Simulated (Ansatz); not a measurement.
## Si, space group Fm-3m: a test of the smearing width

Computed with Ansatz 0.2.0, Python API.

The script, `smear_si.py`:
```python
from dataclasses import dataclass

import ansatz as az


@dataclass(frozen=True)
class Settings:
    functional: str = "pbe"
    dispersion: str = "d3bj"


opts = Settings()


def main() -> None:
    crystal = (
        az.Lattice.fcc(3.34)
        .space_group(225)
        .atom("Si", (0.0, 0.0, 0.0))
        .primitive()
    )

    setup = crystal.calculation().functional(opts.functional, dispersion=opts.dispersion).kpoints(14).stress()

    rows = []
    for value in [0.25, 0.15, 0.1, 0.05, 0.025]:
        r = setup.occupations("cold", width=value).run(threads=1).report
        rows.append((value, r["free_energy_ev"] / len(r["lattice"]["sites"]), r["n_iterations"], sum(r["stress_gpa"][i][i] for i in range(3)) / 3, r["n_kpoints"]))

    print("  width (eV)   F/atom (eV)    iterations       P (GPa)      k-points")
    for row in rows:
        print(f"{str(row[0]):>12s}  {row[1]:12.5f}  {row[2]:12d}  {row[3]:12.3f}  {row[4]:12d}")

    for row in rows[:-1]:
        shift = 1000 * (row[1] - rows[-1][1])
        print(f"{row[0]}: {shift:+.2f} meV/atom" + ("  (within 5 meV)" if abs(shift) < 5 else ""))


if __name__ == "__main__":
    main()
```

```console
$ python smear_si.py
DeckWarning: basis.ecutwfc = 420 eV, auto-derived from the records' recommended cutoffs: set by Si (normal level)
  width (eV)   F/atom (eV)    iterations       P (GPa)      k-points
        0.25    -634.92493             5        83.312           104
        0.15    -634.92386             5        83.406           104
         0.1    -634.92336             5        83.353           104
        0.05    -634.92295             5        83.326           104
       0.025    -634.92283             5        83.284           104
0.25: -2.11 meV/atom  (within 5 meV)
0.15: -1.03 meV/atom  (within 5 meV)
0.1: -0.53 meV/atom  (within 5 meV)
0.05: -0.12 meV/atom  (within 5 meV)
```
(Warnings from the package without file and line.)

Going from 0.025 to 0.25 eV changes F by -2.1 meV an atom. This scheme is built to cancel the term in the square of the width, so the shifts stay small and are partly the mesh's error. The pressure moves from 83.28 to 83.31 GPa.

What to keep in mind:
- Dispersion corrections can be off by several per cent in the lattices of metals, and by several GPa in the pressure at a fixed cell.
- The mesh is modest for a metal, so energies can be off by several to tens of meV an atom and pressures by half a GPa or more; differences at equal mesh fare better.
- The narrowest width needs the finest mesh, so the last row is no converged reference.
- Pressure is positive in compression.
- At these settings the cell as given stands under about 83 GPa, so it isn't at this functional's equilibrium volume and may be a high-pressure phase.
- This isn't the structure that Si takes at ambient conditions.
- Finished in 3.7 s on 1 thread of Arm Neoverse V1, on a shared host, peak memory 0.31 GiB.
